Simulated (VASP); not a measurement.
# Cs2AgBiBr6 (Fm-3m) in VASP: relaxation of cell and atoms with PBE

Aim: the relaxation of cell and atoms of Cs2AgBiBr6 with PBE.

All numbers are computed with VASP 6.6.1; they aren't measurements. Logs are shortened: lines on timing, memory, paths and dates and some standing lists are left out, and cuts for length are marked.

## (1) The crystal as given

It takes space group Fm-3m (No. 225, cubic). Conventional cell: a = 11.232 Å, b = 11.232 Å, c = 11.232 Å, α = 90.00°, β = 90.00°, γ = 90.00°. Cs (site symmetry -43m) is surrounded by 12 Br at 3.97 Å. Around Ag (site symmetry m-3m) lie 6 Br at 2.80 Å. Bi (site symmetry m-3m) has 6 Br at 2.81 Å as nearest neighbours. Br (site symmetry 4mm) has 1 Ag at 2.80 Å and 1 Bi at 2.81 Å as nearest neighbours.

## (2) Relaxation of cell and atoms, PBE

Input file INCAR:

```
SYSTEM = Cs2AgBiBr6
PREC     = Accurate       ! precision mode
ENCUT    = 600            ! plane-wave cutoff, eV
EDIFF    = 1E-7           ! SCF threshold, eV
ISMEAR   = 0              ! smearing method
SIGMA    = 0.02           ! smearing width, eV
LREAL    = .False.        ! projectors in reciprocal space
LASPH    = .True.         ! aspherical terms in the spheres
NELM     = 60             ! most SCF steps
ALGO     = Normal         ! electronic algorithm
ISIF     = 3              ! what is computed and relaxed
LWAVE    = .False.        ! write WAVECAR
LCHARG   = .False.        ! write CHGCAR
GGA      = PE             ! functional
IBRION   = 2              ! ionic algorithm
NSW      = 80             ! ionic steps
EDIFFG   = -0.004         ! ionic threshold
```

Input file KPOINTS:

```
regular mesh
0
Gamma
  4 4 4
  0 0 0
```

Input file POSCAR:

```
Cs2AgBiBr6
1.0
    0.0000000000      5.6161000000      5.6161000000
    5.6161000000      0.0000000000      5.6161000000
    5.6161000000      5.6161000000      0.0000000000
Cs Ag Bi Br
2 1 1 6
Direct
    0.2500000000      0.2500000000      0.2500000000
    0.7500000000      0.7500000000      0.7500000000
    0.5000000000      0.5000000000      0.5000000000
    0.0000000000      0.0000000000      0.0000000000
    0.2505500000      0.7494500000      0.2505500000
    0.2505500000      0.7494500000      0.7494500000
    0.7494500000      0.2505500000      0.7494500000
    0.7494500000      0.2505500000      0.2505500000
    0.2505500000      0.2505500000      0.7494500000
    0.7494500000      0.7494500000      0.2505500000
```

Potentials or basis: VASP PAW PBE potentials, release 64 (Cs_sv, Ag, Bi_d, Br).

Started as:

```console
> cat potpaw_PBE.64/Cs_sv/POTCAR potpaw_PBE.64/Ag/POTCAR potpaw_PBE.64/Bi_d/POTCAR potpaw_PBE.64/Br/POTCAR > POTCAR
> mpirun -np 1 vasp_std > vasp.out
```

OUTCAR:

```text
SYSTEM = Cs2AgBiBr6
   PREC = Accurate
   ENCUT = 600
   EDIFF = 1E-7
   ISMEAR = 0
   LREAL = .False.
   LASPH = .True.
   NELM = 60
   ISIF = 3
   GGA = PE
   IBRION = 2
   NSW = 80
   EDIFFG = -0.004

 ion  position               nearest neighbor table
   1  0.250  0.250  0.250-
   2  0.750  0.750  0.750-
   3  0.500  0.500  0.500-   5 2.80   6 2.80   7 2.80   8 2.80   9 2.80  10 2.80
   4  0.000  0.000  0.000-   5 2.81   6 2.81   7 2.81   8 2.81   9 2.81  10 2.81
   5  0.251  0.749  0.251-   3 2.80   4 2.81
   6  0.251  0.749  0.749-   3 2.80   4 2.81
   7  0.749  0.251  0.749-   3 2.80   4 2.81
   8  0.749  0.251  0.251-   3 2.80   4 2.81
   9  0.251  0.251  0.749-   3 2.80   4 2.81
  10  0.749  0.749  0.251-   3 2.80   4 2.81

  LATTYP: Found a face centered cubic cell.
 ALAT       =    11.2322000000

  Lattice vectors:

 A1 = (   0.0000000000,   5.6161000000,   5.6161000000)
 A2 = (   5.6161000000,   0.0000000000,   5.6161000000)
 A3 = (   5.6161000000,   5.6161000000,   0.0000000000)

Analysis of symmetry for initial positions (statically):
=====================================================================
 Subroutine PRICEL returns:
 Original cell was already a primitive cell.

 Routine SETGRP: Setting up the symmetry group for a
 face centered cubic supercell.

 Subroutine GETGRP returns: Found 48 space group operations
 (whereof 48 operations were pure point group operations)
 out of a pool of 48 trial point group operations.

The static configuration has the point symmetry O_h .

Analysis of symmetry for dynamics (positions and initial velocities):
=====================================================================
 Subroutine PRICEL returns:
 Original cell was already a primitive cell.

 Routine SETGRP: Setting up the symmetry group for a
 face centered cubic supercell.

 Subroutine GETGRP returns: Found 48 space group operations
 (whereof 48 operations were pure point group operations)
 out of a pool of 48 trial point group operations.

The dynamic configuration has the point symmetry O_h .

 Subroutine INISYM returns: Found 48 space group operations
 (whereof 48 operations are pure point group operations),
 and found     1 'primitive' translations

----------------------------------------------------------------------------------------

                                     Primitive cell

  volume of cell :     354.2701

  direct lattice vectors                    reciprocal lattice vectors
     0.000000000  5.616100000  5.616100000    -0.089029754  0.089029754  0.089029754
     5.616100000  0.000000000  5.616100000     0.089029754 -0.089029754  0.089029754
     5.616100000  5.616100000  0.000000000     0.089029754  0.089029754 -0.089029754

  length of vectors
     7.942364788  7.942364788  7.942364788     0.154204057  0.154204057  0.154204057

  position of ions in fractional coordinates (direct lattice)
     0.250000000  0.250000000  0.250000000
     0.750000000  0.750000000  0.750000000
     0.500000000  0.500000000  0.500000000
     0.000000000  0.000000000  0.000000000
     0.250550000  0.749450000  0.250550000
     0.250550000  0.749450000  0.749450000
     0.749450000  0.250550000  0.749450000
     0.749450000  0.250550000  0.250550000
     0.250550000  0.250550000  0.749450000
     0.749450000  0.749450000  0.250550000

  ion indices of the primitive-cell ions
   primitive index   ion index
                 1           1
                 2           2
                 3           3
                 4           4
                 5           5
                 6           6
                 7           7
                 8           8
                 9           9
                10          10

----------------------------------------------------------------------------------------

 KPOINTS: regular mesh

Automatic generation of k-mesh.
 Grid dimensions read from file:
 generate k-points for:    4    4    4

 Generating k-lattice:

  Cartesian coordinates                     Fractional coordinates (reciprocal lattice)
    -0.022257438  0.022257438  0.022257438     0.250000000  0.000000000  0.000000000
     0.022257438 -0.022257438  0.022257438     0.000000000  0.250000000  0.000000000
     0.022257438  0.022257438 -0.022257438     0.000000000  0.000000000  0.250000000

  Length of vectors
     0.038551014  0.038551014  0.038551014

  Shift w.r.t. Gamma in fractional coordinates (k-lattice)
     0.000000000  0.000000000  0.000000000

 Subroutine IBZKPT returns following result:
 ===========================================

 Found      8 irreducible k-points:

 Following reciprocal coordinates:
            Coordinates               Weight
  0.000000  0.000000  0.000000      1.000000
  0.250000  0.000000  0.000000      8.000000
  0.500000  0.000000  0.000000      4.000000
  0.250000  0.250000  0.000000      6.000000
  0.500000  0.250000  0.000000     24.000000
 -0.250000  0.250000  0.000000     12.000000
  0.500000  0.500000  0.000000      3.000000
 -0.250000  0.500000  0.250000      6.000000
   k-points           NKPTS =      8   k-points in BZ     NKDIM =      8   number of bands    NBANDS=     51
   number of dos      NEDOS =    301   number of ions     NIONS =     10
   total plane-waves  NPLWV = 262144
   dimension x,y,z NGX =    64 NGY =   64 NGZ =   64
   dimension x,y,z NGXF=   128 NGYF=  128 NGZF=  128
   ions per type =               2   1   1   6
   NGX,Y,Z   is equivalent  to a cutoff of  13.40, 13.40, 13.40 a.u.
   NGXF,Y,Z  is equivalent  to a cutoff of  26.79, 26.79, 26.79 a.u.
 SYSTEM =  Cs2AgBiBr6
   PREC   = accura    normal or accurate (medium, high low for compatibility)
   ISTART =      0    job   : 0-new  1-cont  2-samecut
   ICHARG =      2    charge: 1-file 2-atom 10-const
   ISPIN  =      1    spin polarized calculation?
   LNONCOLLINEAR =      F non collinear calculations
   LSORBIT =      F    spin-orbit coupling
   LASPH  =      T    aspherical Exc in radial PAW
   ENCUT  =  600.0 eV  44.10 Ry    6.64 a.u.  15.86 15.86 15.86*2*pi/ulx,y,z
   NELM   =     60;   NELMIN=  2; NELMDL= -5     # of ELM steps
   EDIFF  = 0.1E-06   stopping-criterion for ELM
   LREAL  =      F    real-space projection
   EDIFFG = -.4E-02   stopping-criterion for IOM
   NSW    =     80    number of steps for IOM
   IBRION =      2    ionic relax: 0-MD 1-quasi-New 2-CG
   NFREE  =      1    steps in history (QN), initial steepest desc. (CG)
   ISIF   =      3    stress and relaxation
   ISYM   =      2    0-nonsym 1-usesym 2-fastsym
   POTIM  = 0.5000    time-step for ionic-motion
   TEBEG  =    0.0;   TEEND  =   0.0 temperature during run
   PSTRESS=    0.0 pullay stress
   NELECT =      86.0000    total number of electrons
   NUPDOWN=      -1.0000    fix difference up-down
   EMIN   =  10.00;   EMAX   =-10.00  energy-range for DOS
   EFERMI =   0.00;   METHOD = LEGACY
   ISMEAR =     0;   SIGMA  =   0.02  broadening in eV -4-tet -1-fermi 0-gaus
   EFERMI_NEDOS =   21; number of points for ismear=-14 and -15
   IALGO  =     38    algorithm
   IMIX   =      4    mixing-type and parameters
     AMIX     =   0.40;   BMIX     =  1.00
     AMIX_MAG =   1.60;   BMIX_MAG =  1.00
  volume/ion in A,a.u.               =      35.43       239.07
  Fermi-wavevector in a.u.,A,eV,Ry     =   1.021244  1.929871 14.190049  1.042939
  Thomas-Fermi vector in A             =   2.154858
   LORBIT       =      0    0 simple, 1 ext, 2 COOP (PROOUT), +10 PAW based schemes
   GGA     = PE    functional components
   LHFCALC =     F    Hartree Fock is set to
   AEXX    =    0.0000 exact exchange contribution
   IVDW    =     0    specifies the selected vdW correction
   LEPSILON=     F    determine dielectric tensor
   LRPA    =     F    only Hartree local field effects (RPA)
 conjugate gradient relaxation of ions
 non-spin polarized calculation
 Gauss-broadening in eV      SIGMA  =   0.02
  energy-cutoff  :      600.00
  volume of cell :      354.27
 maximum number of plane-waves:     11858
   NGX = 31   NGY = 31   NGZ = 31

--------------------------------------- Ionic step        1  -------------------------------------------

 number of electron      85.9999996 magnetization

 Free energy of the ion-electron system (eV)
  ---------------------------------------------------
  ext. energy  EPLUGINS =         0.00000000
  ---------------------------------------------------
  free energy    TOTEN  =       -29.47640606 eV

  energy without entropy =      -29.47640606  energy(sigma->0) =      -29.47640606

------------------------ aborting loop because EDIFF is reached ----------------------------------------

  FORCE on cell =-STRESS in cart. coord.  units (eV):
  Direction    XX          YY          ZZ          XY          YZ          ZX
  --------------------------------------------------------------------------------------
  -------------------------------------------------------------------------------------
  Total        4.1329316      4.1329316      4.1329316      0.0000000      0.0000000     -0.0000000
  in kB       18.6910761     18.6910761     18.6910761      0.0000000      0.0000000     -0.0000000
  external PRESSURE =      18.6910761 kB  Pullay stress =       0.0000000 kB
[... 293 lines left out ...]
  energy  without entropy=      -29.6140163477  energy(sigma->0) =      -29.61401635

--------------------------------------- Ionic step        8  -------------------------------------------

 number of electron      86.0000006 magnetization

 Free energy of the ion-electron system (eV)
  ---------------------------------------------------
  ext. energy  EPLUGINS =         0.00000000
  ---------------------------------------------------
  free energy    TOTEN  =       -29.61404928 eV

  energy without entropy =      -29.61404928  energy(sigma->0) =      -29.61404928

 E-fermi :   0.9395     XC(G=0):  -7.8825

 val. band max:        0.7750120744   @ k =   0.5000   0.5000   0.0000
 cond. band min:       2.1024273976   @ k =   0.5000   0.0000   0.0000
 fundamental gap:      1.3274153232
 Fermi energy:         0.9394661090

 k-point     1 :       0.0000    0.0000    0.0000
  band No.  band energies     occupation
      1     -22.2398      2.00000
      2     -22.2398      2.00000
      3     -22.2169      2.00000
      4     -22.2169      2.00000
      5     -22.2169      2.00000
      6     -19.8579      2.00000
[... 458 lines left out ...]
  FREE ENERGIE OF THE ION-ELECTRON SYSTEM (eV)
  ---------------------------------------------------
  free  energy   TOTEN  =       -29.6140492784 eV

  energy  without entropy=      -29.6140492784  energy(sigma->0) =      -29.61404928

 reached required accuracy - stopping structural energy minimisation
```

Wall time 14 min (1 thread of Intel Xeon Platinum 8488C (Sapphire Rapids), shared host); peak memory 0.76 GiB.

What came out:

- Free energy: -29.6140 eV
- Relaxed volume: 37.80 Å³/atom
- Relaxed cell: a = 8.116 Å, b = 8.116 Å, c = 8.116 Å, α = 60.00°, β = 60.00°, γ = 60.00°
- Space group after relaxing (to 0.05 Å): Fm-3m (No. 225)
- Energy gained by relaxing: 13.8 meV/atom
- Ionic steps: 8
- Pressure after relaxing: 0.0 GPa
- Band gap on the k mesh: 1.33 eV, indirect (least direct gap 2.38 eV)

The path:
```
step  energy change (eV)  largest force (eV/Å)  pressure (GPa)  volume (Å³)
   1              0.0000                0.2944            1.87       354.27
   2             -0.1367                0.0212            0.09       375.89
   3             -0.1370                0.0348            0.02       376.99
   4             -0.1370                0.0291            0.05       376.53
   5             -0.1373                0.0189            0.04       376.84
   6             -0.1376                0.0008            0.03       377.43
   7             -0.1376                0.0049            0.03       377.55
   8             -0.1376                0.0017           -0.01       378.04
```

Final structure:
```
Cs Ag Bi Br
1.0
     0.00000    5.73901    5.73901
     5.73901    0.00000    5.73901
     5.73901    5.73901    0.00000
Cs Ag Bi Br
2 1 1 6
Direct
  0.25000 0.25000 0.25000
  0.75000 0.75000 0.75000
  0.50000 0.50000 0.50000
  0.00000 0.00000 0.00000
  0.25140 0.74860 0.25140
  0.25140 0.74860 0.74860
  0.74860 0.25140 0.74860
  0.74860 0.25140 0.25140
  0.25140 0.25140 0.74860
  0.74860 0.74860 0.25140
```

Caveat: spin-orbit coupling is left out, which as a rule narrows the gap of such compounds by several tenths of an eV. PBE usually gives volumes a little too large and moduli too small.
